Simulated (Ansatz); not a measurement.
Runs of Ansatz 0.2.0 on KI. It takes space group Fm-3m (No. 225, cubic). The conventional cell has a = 7.066 Å, b = 7.066 Å, c = 7.066 Å, α = 90.00°, β = 90.00°, γ = 90.00°. Around I (site symmetry m-3m) lie 6 K at 3.53 Å. K (site symmetry m-3m) has 6 I at 3.53 Å as nearest neighbours. 

```tsv
task	potentials or basis	spin	cell	k mesh	cutoff (eV)	basis error allowed	gap on the mesh (eV)	pressure (GPa)
band structure	all-electron PAW datasets made for the crystal	off	as given	7 × 7 × 7	200	-	3.82	-0.3
band structure	all-electron LAPW, relativistic spinors	SOC, no magnetisation	as given	5 × 5 × 5	116	0.001 eV/atom	(a)	-0.3
band structure	all-electron LAPW, scalar-relativistic	off	as given	5 × 5 × 5	116	0.001 eV/atom	3.82	-0.3
band structure	all-electron LAPW, non-relativistic	off	as given	7 × 7 × 7	115	0.001 eV/atom	4.28	-0.1
relaxation of cell and atoms	all-electron LAPW, scalar-relativistic	off	relaxed to 5 GPa	7 × 7 × 7	-	0.001 eV/atom	4.28	5.0
```

Alike in all rows: level PBEsol; smearing fermi-dirac 0.05 eV.

Q: Estimate the missing entries.

A: (a) 3.49.

Caveats: spin-orbit coupling is left out, which moves the levels of the heavy elements (some runs); relativity is left out, which matters for the heavier elements (some runs); an odd mesh through Γ misses points on the zone boundary, where band edges often lie (some runs).

A k mesh can miss the band edges, and rows without SOC leave out spin-orbit coupling on I.

The runs don't all hold the same shells in valence.
